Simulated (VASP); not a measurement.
# Ti (Fm-3m) in VASP: notebook, part 2 of 2

VASP 6.6.1.

## (5) Relaxation of cell and atoms, revTPSS

run.py

```python
from ase.calculators.vasp import Vasp
from ase.filters import FrechetCellFilter
from ase.io import read
from ase.optimize import BFGSLineSearch

atoms = read('Ti.cif', primitive_cell=True, subtrans_included=False)
calc = Vasp(
    directory='calc',
    xc='revtpss',
    pp='PBE',
    setups='minimal',
    prec='Accurate',
    encut=580,
    ediff=1e-07,
    ismear=1,
    sigma=0.2,
    lreal=False,
    lasph=True,
    nelm=60,
    algo='Normal',
    isif=2,
    lwave=False,
    lcharg=False,
    lmixtau=True,
    kpts=[11, 11, 11],
    gamma=True,
)
atoms.calc = calc
opt = BFGSLineSearch(FrechetCellFilter(atoms), trajectory='relax.traj')
converged = opt.run(fmax=0.02, steps=40)
print('converged:', converged)

print('energy (eV):', atoms.get_potential_energy())
print('free energy (eV):', atoms.get_potential_energy(force_consistent=True))
print('forces (eV/A):')
print(atoms.get_forces())
print('stress (eV/A^3, Voigt):', atoms.get_stress())
print('Fermi level (eV):', calc.get_fermi_level())
print('cell (A, degrees):', atoms.cell.cellpar())
print('volume (A^3):', atoms.get_volume())
print('scaled positions:')
print(atoms.get_scaled_positions())
```

Ti.cif

```cif
data_Ti
_cell_length_a 4.06000000
_cell_length_b 4.06000000
_cell_length_c 4.06000000
_cell_angle_alpha 90.00000000
_cell_angle_beta 90.00000000
_cell_angle_gamma 90.00000000
_space_group_name_H-M_alt 'Fm-3m'
_space_group_name_Hall '-F 4 2 3'
_space_group_IT_number 225
loop_
_space_group_symop_operation_xyz
'x,y,z'
'-x,-y,-z'
'-y,x,z'
'y,-x,-z'
'-x,-y,z'
'x,y,-z'
'y,-x,z'
'-y,x,-z'
'x,-y,-z'
'-x,y,z'
'-y,-x,-z'
'y,x,z'
'-x,y,-z'
'x,-y,z'
'y,x,-z'
'-y,-x,z'
'z,x,y'
'-z,-x,-y'
'z,-y,x'
'-z,y,-x'
'z,-x,-y'
'-z,x,y'
'z,y,-x'
'-z,-y,x'
'-z,x,-y'
'z,-x,y'
'-z,-y,-x'
'z,y,x'
'-z,-x,y'
'z,x,-y'
'-z,y,x'
'z,-y,-x'
'y,z,x'
'-y,-z,-x'
'x,z,-y'
'-x,-z,y'
'-y,z,-x'
'y,-z,x'
'-x,z,y'
'x,-z,-y'
'-y,-z,x'
'y,z,-x'
'-x,-z,-y'
'x,z,y'
'y,-z,-x'
'-y,z,x'
'x,-z,y'
'-x,z,-y'
'x,y+1/2,z+1/2'
'-x,-y+1/2,-z+1/2'
'-y,x+1/2,z+1/2'
[... 62 lines left out ...]
'-z+1/2,-x,-y+1/2'
'z+1/2,-y,x+1/2'
'-z+1/2,y,-x+1/2'
'z+1/2,-x,-y+1/2'
'-z+1/2,x,y+1/2'
'z+1/2,y,-x+1/2'
'-z+1/2,-y,x+1/2'
'-z+1/2,x,-y+1/2'
'z+1/2,-x,y+1/2'
'-z+1/2,-y,-x+1/2'
'z+1/2,y,x+1/2'
'-z+1/2,-x,y+1/2'
'z+1/2,x,-y+1/2'
'-z+1/2,y,x+1/2'
'z+1/2,-y,-x+1/2'
'y+1/2,z,x+1/2'
'-y+1/2,-z,-x+1/2'
'x+1/2,z,-y+1/2'
'-x+1/2,-z,y+1/2'
'-y+1/2,z,-x+1/2'
'y+1/2,-z,x+1/2'
'-x+1/2,z,y+1/2'
'x+1/2,-z,-y+1/2'
'-y+1/2,-z,x+1/2'
'y+1/2,z,-x+1/2'
'-x+1/2,-z,-y+1/2'
'x+1/2,z,y+1/2'
'y+1/2,-z,-x+1/2'
'-y+1/2,z,x+1/2'
'x+1/2,-z,y+1/2'
'-x+1/2,z,-y+1/2'
'x+1/2,y+1/2,z'
'-x+1/2,-y+1/2,-z'
'-y+1/2,x+1/2,z'
'y+1/2,-x+1/2,-z'
'-x+1/2,-y+1/2,z'
'x+1/2,y+1/2,-z'
'y+1/2,-x+1/2,z'
'-y+1/2,x+1/2,-z'
'x+1/2,-y+1/2,-z'
'-x+1/2,y+1/2,z'
'-y+1/2,-x+1/2,-z'
'y+1/2,x+1/2,z'
'-x+1/2,y+1/2,-z'
'x+1/2,-y+1/2,z'
'y+1/2,x+1/2,-z'
'-y+1/2,-x+1/2,z'
'z+1/2,x+1/2,y'
'-z+1/2,-x+1/2,-y'
'z+1/2,-y+1/2,x'
'-z+1/2,y+1/2,-x'
'z+1/2,-x+1/2,-y'
'-z+1/2,x+1/2,y'
'z+1/2,y+1/2,-x'
'-z+1/2,-y+1/2,x'
'-z+1/2,x+1/2,-y'
'z+1/2,-x+1/2,y'
'-z+1/2,-y+1/2,-x'
'z+1/2,y+1/2,x'
'-z+1/2,-x+1/2,y'
'z+1/2,x+1/2,-y'
'-z+1/2,y+1/2,x'
'z+1/2,-y+1/2,-x'
'y+1/2,z+1/2,x'
'-y+1/2,-z+1/2,-x'
'x+1/2,z+1/2,-y'
'-x+1/2,-z+1/2,y'
'-y+1/2,z+1/2,-x'
'y+1/2,-z+1/2,x'
'-x+1/2,z+1/2,y'
'x+1/2,-z+1/2,-y'
'-y+1/2,-z+1/2,x'
'y+1/2,z+1/2,-x'
'-x+1/2,-z+1/2,-y'
'x+1/2,z+1/2,y'
'y+1/2,-z+1/2,-x'
'-y+1/2,z+1/2,x'
'x+1/2,-z+1/2,y'
'-x+1/2,z+1/2,-y'
loop_
_atom_site_label
_atom_site_type_symbol
_atom_site_symmetry_multiplicity
_atom_site_Wyckoff_symbol
_atom_site_fract_x
_atom_site_fract_y
_atom_site_fract_z
_atom_site_occupancy
Ti1 Ti 4 a 0.0000000000 0.0000000000 0.0000000000 1
```

Potentials or basis: VASP PAW PBE potentials, release 64 (Ti).

Run with:

```sh
> python run.py
```

Wall time 65 s (1 thread of Intel Xeon 6975P-C (Granite Rapids), shared host); peak memory 0.14 GiB.

It converged, with:

```yaml
Free_energy: -7.2797 eV
Relaxed_volume: 16.65 Å³/atom
Relaxed_cell: a = 2.866 Å, b = 2.866 Å, c = 2.866 Å, α = 60.00°, β = 60.00°, γ = 60.00°
Space_group_after_relaxing_to_0.05_Å: Fm-3m (No. 225)
Energy_gained_by_relaxing: 0.2 meV/atom
Ionic_steps: 2
Pressure_after_relaxing: 0.0 GPa
Band_gap_on_the_k_mesh: none (metal or under the smearing width)
```

Step by step:
| step | energy change (eV) | largest force (eV/Å) | pressure (GPa) | volume (Å³) |
| --- | --- | --- | --- | --- |
| 1 | 0.0000 | 0.0000 | -0.53 | 16.73 |
| 2 | -0.0002 | 0.0000 | 0.01 | 16.65 |

Final structure:
```
CELL_PARAMETERS angstrom
0.00000 2.02692 2.02692
2.02692 0.00000 2.02692
2.02692 2.02692 0.00000
ATOMIC_POSITIONS crystal
Ti 0.00000 0.00000 0.00000
```

Levels at points of the mesh, in eV from the Fermi level:
```csv
k point,band 1,band 2,band 3,band 4,band 5,band 6
"(0.00, 0.00, 0.00)",-6.15,0.92,0.92,0.92,2.71,2.71
```

Caveat: the PAW data sets were made with another functional, which shifts forces and pressure a little.

## (6) Summary

```tsv
task	level	potentials or basis	cell	k mesh	cutoff (eV)	smearing	ladder	optimiser	gap on the mesh (eV)	pressure (GPa)	relaxed volume (Å³/atom)
relaxation of cell and atoms	LDA	VASP PAW LDA potentials, release 64 (Ti_sv)	relaxed	10 × 10 × 10	600	fermi-dirac 0.05 eV	gaps	-	none	0.0	16.00
single point	LDA	VASP PAW LDA potentials, release 64 (Ti)	as given	11 × 11 × 11	500	gaussian 0.1 eV	-	-	none	-6.6	-
relaxation of cell and atoms	revTPSS	VASP PAW PBE potentials, release 64 (Ti)	relaxed	11 × 11 × 11	580	methfessel-paxton 0.2 eV	-	BFGSLineSearch	none	0.0	16.65
```

Alike in all rows: no spin polarisation.

Caveats: the PAW data sets were made with another functional, which shifts forces and pressure a little (some runs).

Total energies depend on the potentials used, so only differences within one code and one set of settings carry meaning.
